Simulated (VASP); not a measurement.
BAs (zincblende): one PBE single-point calculation in two programs

```yaml
crystal:
  lattice:
    - [0.00000, 2.39187, 2.39187]
    - [2.39187, 0.00000, 2.39187]
    - [2.39187, 2.39187, 0.00000]
  atoms:
    - { symbol: B, position: [0.00000, 0.00000, 0.00000] }
    - { symbol: As, position: [0.25000, 0.25000, 0.25000] }
```

The two codes use different PAW datasets and cutoffs. VASP's cell holds 8 valence electrons and Ansatz's 18. Ansatz's stress includes a Pulay correction; VASP's doesn't.

Cutoffs: 520 eV in VASP, 420 eV in Ansatz. k meshes: 10×10×10 and 10×10×10.

```
                              VASP   Ansatz
gap between bands v and c  1.18 eV  1.19 eV
         least direct gap  3.27 eV  3.28 eV
                 pressure  2.8 GPa  2.2 GPa
```

Band v is the last that the valence electrons fill when counted band by band, and c is the next. Levels in eV from the top of v, Ansatz:

```csv
point,v−1,v,c,c+1
Γ,0.00,0.00,3.28,3.28
X,-4.06,-4.06,1.44,1.45
K,-5.91,-3.47,2.05,5.54
L,-1.81,-1.81,2.66,4.79
W,-5.45,-5.16,5.26,5.92
```

VASP:

| point | v−1 | v | c | c+1 |
| --- | --- | --- | --- | --- |
| Γ | 0.00 | 0.00 | 3.27 | 3.27 |
| X | -4.06 | -4.06 | 1.43 | 1.45 |
| K | -5.92 | -3.47 | 2.04 | 5.53 |
| L | -1.81 | -1.81 | 2.67 | 4.78 |
| W | -5.46 | -5.17 | 5.24 | 5.91 |
